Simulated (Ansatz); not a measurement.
**Sb under changes of volume**

One of the cells (30.206 Å³/atom); the others are scaled copies at fixed shape and fractional positions:

```
Sb
1.0
     2.15420    1.24373    3.75800
    -2.15420    1.24373    3.75800
     0.00000   -2.48746    3.75800
Sb
2
Direct
  0.76651 0.76651 0.76651
  0.23349 0.23349 0.23349
```

* Program: Ansatz 0.2.0
* Functional: PBE
* Potentials or basis: PseudoDojo standard (PBE files)
* Cutoff: 1088 eV
* Density cutoff: 4354 eV
* k mesh: 8 × 8 × 8
* Occupations: fermi-dirac, width 0.05 eV
* Spin: no spin polarisation

| volume (Å³/atom) | energy over the lowest point (meV/atom) | pressure (GPa) | largest force (eV/Å) |
| --- | --- | --- | --- |
| 28.393 | ? | ? | ? |
| 28.998 | 41.29 | 5.4 | 0.398 |
| 29.602 | 23.70 | 3.9 | 0.279 |
| 30.206 | 11.30 | 2.6 | 0.167 |
| 30.810 | 3.56 | 1.5 | 0.064 |
| 31.414 | 0.00 | 0.4 | 0.033 |
| 32.018 | 0.22 | -0.5 | 0.122 |

Task: What does the run at 28.393 Å³/atom give?

Result: Energy over the lowest point 64.70 meV/atom; pressure 7.0 GPa; largest force 0.525 eV/Å.

Worked out: A Birch-Murnaghan fit of order 3 (a polynomial in V^(-2/3)) to the other rows has its minimum at 31.68 Å³/atom with B0 = V·E''(V) = 50 GPa and B' = 4.5 at fixed shape and positions, which overstates the stiffness. It gives 64.70 meV/atom at 28.393 Å³/atom, against the run's 64.70, and -dE/dV = 7.0 GPa, against 7.0.

Energies are extrapolated to zero smearing.
